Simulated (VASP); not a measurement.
# SrCl2 (Fm-3m) in VASP: further runs

The runs below take SrCl2 through single point, with PBE.

Everything below comes from runs of VASP 6.6.1. Logs are shortened: lines on timing, memory, paths and dates and some standing lists are left out, and cuts for length are marked.

**1. Starting point**

The structure is cubic, space group Fm-3m (No. 225). The conventional cell has a = 6.977 Å, b = 6.977 Å, c = 6.977 Å, α = 90.00°, β = 90.00°, γ = 90.00°. Around Sr (site symmetry m-3m) lie 8 Cl at 3.02 Å. Cl (site symmetry -43m) is surrounded by 4 Sr at 3.02 Å.

**2. Single point, PBE**

Contents of INCAR:

```
SYSTEM = SrCl2
ADDGRID = .False. ; ALGO = Normal
EDIFF = 1E-6 ; ENCUT = 700
GGA = PE ; ISIF = 2
ISMEAR = 0 ; LASPH = .True.
LCHARG = .False. ; LREAL = .False.
LWAVE = .False. ; NBANDS = 19
NELM = 100 ; PREC = Accurate
SIGMA = 0.05
```

Contents of KPOINTS:

```
k-points
0
Gamma
  5 5 5
  0 0 0
```

Contents of POSCAR:

```
SrCl2
1.0
    0.0000000000      3.4883500000      3.4883500000
    3.4883500000      0.0000000000      3.4883500000
    3.4883500000      3.4883500000      0.0000000000
Sr Cl
1 2
Direct
    0.0068970000     -0.0112840000      0.0399150000
    0.7604860000      0.7424010000      0.7508940000
    0.2477780000      0.2469560000      0.2707310000
```

Potentials or basis: VASP PAW PBE potentials, release 64 (Sr_sv, Cl).

Command:

```console
$ cat potpaw_PBE.64/Sr_sv/POTCAR potpaw_PBE.64/Cl/POTCAR > POTCAR
$ mpirun -np 1 vasp_std > vasp.out
```

OUTCAR:

```text
SYSTEM = SrCl2
   EDIFF = 1E-6
   ENCUT = 700
   GGA = PE
   ISIF = 2
   ISMEAR = 0
   LASPH = .True.
   LREAL = .False.
   NELM = 100
   PREC = Accurate

 Found     63 irreducible k-points:

 Following reciprocal coordinates:
            Coordinates               Weight
  0.000000  0.000000  0.000000      1.000000
  0.200000  0.000000  0.000000      2.000000
  0.000000  0.200000  0.000000      2.000000
  0.000000  0.000000  0.200000      2.000000
  0.200000  0.200000  0.200000      2.000000
  0.400000  0.000000  0.000000      2.000000
   k-points           NKPTS =     63   k-points in BZ     NKDIM =     63   number of bands    NBANDS=     19
   number of dos      NEDOS =    301   number of ions     NIONS =      3
   total plane-waves  NPLWV = 110592
   dimension x,y,z NGX =    48 NGY =   48 NGZ =   48
   dimension x,y,z NGXF=    96 NGYF=   96 NGZF=   96
   ions per type =               1   2
   NGX,Y,Z   is equivalent  to a cutoff of  16.18, 16.18, 16.18 a.u.
   NGXF,Y,Z  is equivalent  to a cutoff of  32.35, 32.35, 32.35 a.u.
 SYSTEM =  SrCl2
   PREC   = accura    normal or accurate (medium, high low for compatibility)
   ISTART =      0    job   : 0-new  1-cont  2-samecut
   ICHARG =      2    charge: 1-file 2-atom 10-const
   ISPIN  =      1    spin polarized calculation?
   LNONCOLLINEAR =      F non collinear calculations
   LSORBIT =      F    spin-orbit coupling
   LASPH  =      T    aspherical Exc in radial PAW
   ENCUT  =  700.0 eV  51.45 Ry    7.17 a.u.  10.64 10.64 10.64*2*pi/ulx,y,z
   NELM   =    100;   NELMIN=  2; NELMDL= -5     # of ELM steps
   EDIFF  = 0.1E-05   stopping-criterion for ELM
   LREAL  =      F    real-space projection
   EDIFFG = 0.1E-04   stopping-criterion for IOM
   NSW    =      0    number of steps for IOM
   IBRION =     -1    ionic relax: 0-MD 1-quasi-New 2-CG
   NFREE  =      0    steps in history (QN), initial steepest desc. (CG)
   ISIF   =      2    stress and relaxation
   ISYM   =      2    0-nonsym 1-usesym 2-fastsym
   POTIM  = 0.5000    time-step for ionic-motion
   TEBEG  =    0.0;   TEEND  =   0.0 temperature during run
   PSTRESS=    0.0 pullay stress
   NELECT =      24.0000    total number of electrons
   NUPDOWN=      -1.0000    fix difference up-down
   EMIN   =  10.00;   EMAX   =-10.00  energy-range for DOS
   EFERMI =   0.00;   METHOD = LEGACY
   ISMEAR =     0;   SIGMA  =   0.05  broadening in eV -4-tet -1-fermi 0-gaus
   EFERMI_NEDOS =   21; number of points for ismear=-14 and -15
   IALGO  =     38    algorithm
   IMIX   =      4    mixing-type and parameters
     AMIX     =   0.40;   BMIX     =  1.00
     AMIX_MAG =   1.60;   BMIX_MAG =  1.00
  volume/ion in A,a.u.               =      28.30       190.97
  Fermi-wavevector in a.u.,A,eV,Ry     =   1.074439  2.030396 15.706833  1.154420
  Thomas-Fermi vector in A             =   2.210267
   LORBIT       =      0    0 simple, 1 ext, 2 COOP (PROOUT), +10 PAW based schemes
   GGA     = PE    functional components
   LHFCALC =     F    Hartree Fock is set to
   AEXX    =    0.0000 exact exchange contribution
   IVDW    =     0    specifies the selected vdW correction
   LEPSILON=     F    determine dielectric tensor
   LRPA    =     F    only Hartree local field effects (RPA)
 non-spin polarized calculation
 Gauss-broadening in eV      SIGMA  =   0.05
  energy-cutoff  :      700.00
  volume of cell :       84.90
 maximum number of plane-waves:      3584
 NGX is ok and might be reduce to    48
   NGX = 21   NGY = 21   NGZ = 21

 number of electron      24.0000000 magnetization

 Free energy of the ion-electron system (eV)
  ---------------------------------------------------
  ext. energy  EPLUGINS =         0.00000000
  ---------------------------------------------------
  free energy    TOTEN  =       -12.74472233 eV

  energy without entropy =      -12.74472233  energy(sigma->0) =      -12.74472233

 E-fermi :   0.3097     XC(G=0):  -8.2791

 val. band max:        0.0999550429   @ k =   0.0000  -0.4000   0.4000
 cond. band min:       5.4809895196   @ k =   0.0000   0.0000   0.0000
 fundamental gap:      5.3810344768
 Fermi energy:         0.3097149872

 k-point     1 :       0.0000    0.0000    0.0000
  band No.  band energies     occupation
      1     -32.7196      2.00000
      2     -14.7305      2.00000
      3     -14.7178      2.00000
      4     -14.7149      2.00000
      5     -13.1482      2.00000
      6     -12.3087      2.00000
[... 11 lines left out ...]
     18       9.1898      0.00000
     19       9.4457      0.00000

 k-point     2 :       0.2000    0.0000    0.0000
  band No.  band energies     occupation
      1     -32.7185      2.00000
      2     -14.8347      2.00000
      3     -14.7307      2.00000
      4     -14.7205      2.00000
      5     -12.9597      2.00000
      6     -12.3750      2.00000
[... 11 lines left out ...]
     18       8.9407      0.00000
     19       9.8238      0.00000

 k-point     3 :       0.0000    0.2000    0.0000
  band No.  band energies     occupation
      1     -32.7185      2.00000
      2     -14.8429      2.00000
      3     -14.7305      2.00000
      4     -14.7219      2.00000
      5     -12.9418      2.00000
      6     -12.3814      2.00000
[... 11 lines left out ...]
     18       8.8628      0.00000
     19       9.8516      0.00000

 k-point     4 :       0.0000    0.0000    0.2000
  band No.  band energies     occupation
      1     -32.7184      2.00000
      2     -14.8591      2.00000
      3     -14.7239      2.00000
      4     -14.7200      2.00000
      5     -12.9268      2.00000
      6     -12.3868      2.00000
[... 11 lines left out ...]
     18       8.7661      0.00000
     19      10.0171      0.00000

 k-point     5 :       0.2000    0.2000    0.2000
  band No.  band energies     occupation
      1     -32.7185      2.00000
      2     -14.8394      2.00000
      3     -14.7271      2.00000
      4     -14.7198      2.00000
      5     -12.9591      2.00000
      6     -12.3751      2.00000
[... 11 lines left out ...]
     18       8.9335      0.00000
     19       9.9374      0.00000

 k-point     6 :       0.4000    0.0000    0.0000
  band No.  band energies     occupation
      1     -32.7167      2.00000
      2     -14.9721      2.00000
      3     -14.7436      2.00000
      4     -14.7279      2.00000
      5     -12.7791      2.00000
      6     -12.3868      2.00000
[... 11 lines left out ...]
     18       8.8466      0.00000
     19       8.9656      0.00000

 [... further k-points ...]

------------------------ aborting loop because EDIFF is reached ----------------------------------------

  FORCE on cell =-STRESS in cart. coord.  units (eV):
  Direction    XX          YY          ZZ          XY          YZ          ZX
  --------------------------------------------------------------------------------------
  -------------------------------------------------------------------------------------
  Total        0.7634511      0.7102123      0.7572160      0.1937048     -0.2448676     -0.0911394
  in kB       14.4079314     13.4032045     14.2902619      3.6556176     -4.6211684     -1.7199935
  external PRESSURE =      14.0337993 kB  Pullay stress =       0.0000000 kB

 VOLUME and BASIS-vectors are now :
 -----------------------------------------------------------------------------
  energy-cutoff  :      700.00
  volume of cell :       84.90
      direct lattice vectors                 reciprocal lattice vectors
     0.000000000  3.488350000  3.488350000    -0.143334241  0.143334241  0.143334241
     3.488350000  0.000000000  3.488350000     0.143334241 -0.143334241  0.143334241
     3.488350000  3.488350000  0.000000000     0.143334241  0.143334241 -0.143334241

 POSITION                                       TOTAL-FORCE (eV/Angst)
 -----------------------------------------------------------------------------------
      3.58822      0.16330      3.47305        -0.250786     -0.332110      0.095543
      5.20914      5.27222      5.24260         0.317426      0.232151     -0.160956
      1.80587      1.80874      1.72581        -0.066640      0.099959      0.065413
 -----------------------------------------------------------------------------------
    total drift:                                0.000046      0.000039     -0.000026

  FREE ENERGIE OF THE ION-ELECTRON SYSTEM (eV)
  ---------------------------------------------------
  free  energy   TOTEN  =       -12.7447223262 eV

  energy  without entropy=      -12.7447223262  energy(sigma->0) =      -12.74472233
```

Wall time 1.9 min (1 thread of Intel Xeon Platinum 8488C (Sapphire Rapids), shared host); peak memory 0.4 GiB.

These settings aren't checked as converged: the numbers below hold their error.

What came out:

```yaml
Free_energy: -12.7447 eV
Pressure: 1.4 GPa
Largest_force: 0.427 eV/Å
Band_gap_on_the_k_mesh: 5.38 eV, indirect (least direct gap 5.67 eV)
```

Caveat: an odd mesh through Γ misses points on the zone boundary, where band edges often lie.

**3. Single point, PBE**

INCAR, as its differences from that of step 2:

```diff
@@ -2,3 +2,3 @@
 ADDGRID = .False. ; ALGO = Normal
-EDIFF = 1E-6 ; ENCUT = 700
+EDIFF = 1E-6 ; ENCUT = 400
 GGA = PE ; ISIF = 2
```

Contents of KPOINTS:

```
k-points
0
Gamma
  7 7 7
  0 0 0
```

Contents of POSCAR:

```
SrCl2
1.0
    0.0000000000      3.4883500000      3.4883500000
    3.4883500000      0.0000000000      3.4883500000
    3.4883500000      3.4883500000      0.0000000000
Sr Cl
1 2
Direct
    0.0000000000      0.0000000000      0.0000000000
    0.7500000000      0.7500000000      0.7500000000
    0.2500000000      0.2500000000      0.2500000000
```

Potentials or basis: VASP PAW PBE potentials, release 64 (Sr_sv, Cl).

Command:

```console
$ cat potpaw_PBE.64/Sr_sv/POTCAR potpaw_PBE.64/Cl/POTCAR > POTCAR
$ mpirun -np 1 vasp_std > vasp.out
```

It took 16 s on 1 thread of Intel Xeon Platinum 8488C (Sapphire Rapids), shared host; peak memory 0.18 GiB.

The run converged, but some of its settings lie outside the range that counts as converged, so its numbers aren't taken as properties of the crystal.

What came out:

| Item | Value |
| --- | --- |
| Free energy | -12.7798 eV |
| Pressure | 1.1 GPa |
| Band gap on the k mesh | 5.37 eV, indirect (least direct gap 5.67 eV) |

Caveat: an odd mesh through Γ misses points on the zone boundary, where band edges often lie.

**4. Single point, PBE**

INCAR is that of step 3.

KPOINTS is that of step 3.

Contents of POSCAR:

```
SrCl2
1.0
    0.0000000000      3.4883500000      3.4883500000
    3.4883500000      0.0000000000      3.4883500000
    3.4883500000      3.4883500000      0.0000000000
Sr Cl
1 2
Direct
    0.0068970000     -0.0112840000      0.0399150000
    0.7604860000      0.7424010000      0.7508940000
    0.2477780000      0.2469560000      0.2707310000
```

Command:

```console
$ cat potpaw_PBE.64/Sr_sv/POTCAR potpaw_PBE.64/Cl/POTCAR > POTCAR
$ mpirun -np 1 vasp_std > vasp.out
```

Wall time 1.8 min (1 thread of Intel Xeon Platinum 8488C (Sapphire Rapids), shared host); peak memory 0.3 GiB.

These settings aren't checked as converged: the numbers below hold their error.

Results:

```yaml
Free_energy: -12.7419 eV
Pressure: 1.3 GPa
Largest_force: 0.427 eV/Å
Band_gap_on_the_k_mesh: 5.34 eV, indirect (least direct gap 5.66 eV)
```

Caveat: an odd mesh through Γ misses points on the zone boundary, where band edges often lie.

**5. Single point, PBE**

INCAR, as its differences from that of step 4:

```diff
@@ -2,3 +2,3 @@
 ADDGRID = .False. ; ALGO = Normal
-EDIFF = 1E-6 ; ENCUT = 400
+EDIFF = 1E-6 ; ENCUT = 550
 GGA = PE ; ISIF = 2
```

Contents of KPOINTS:

```
k-points
0
Gamma
  6 6 6
  0 0 0
```

Contents of POSCAR:

```
SrCl2
1.0
    0.0000000000      3.4883500000      3.4883500000
    3.4883500000      0.0000000000      3.4883500000
    3.4883500000      3.4883500000      0.0000000000
Sr Cl
1 2
Direct
    0.0000000000      0.0000000000      0.0000000000
    0.7500000000      0.7500000000      0.7500000000
    0.2500000000      0.2500000000      0.2500000000
```

Command:

```console
$ cat potpaw_PBE.64/Sr_sv/POTCAR potpaw_PBE.64/Cl/POTCAR > POTCAR
$ mpirun -np 1 vasp_std > vasp.out
```

Run time: 28 s. Hardware: 1 thread of Intel Xeon Platinum 8488C (Sapphire Rapids), shared host; peak memory 0.24 GiB.

These settings aren't checked as converged: the numbers below hold their error.

What came out:

```yaml
Free_energy: -12.7825 eV
Pressure: 1.1 GPa
Band_gap_on_the_k_mesh: 5.34 eV, indirect (least direct gap 5.51 eV)
```

[end of part 1 of 2]
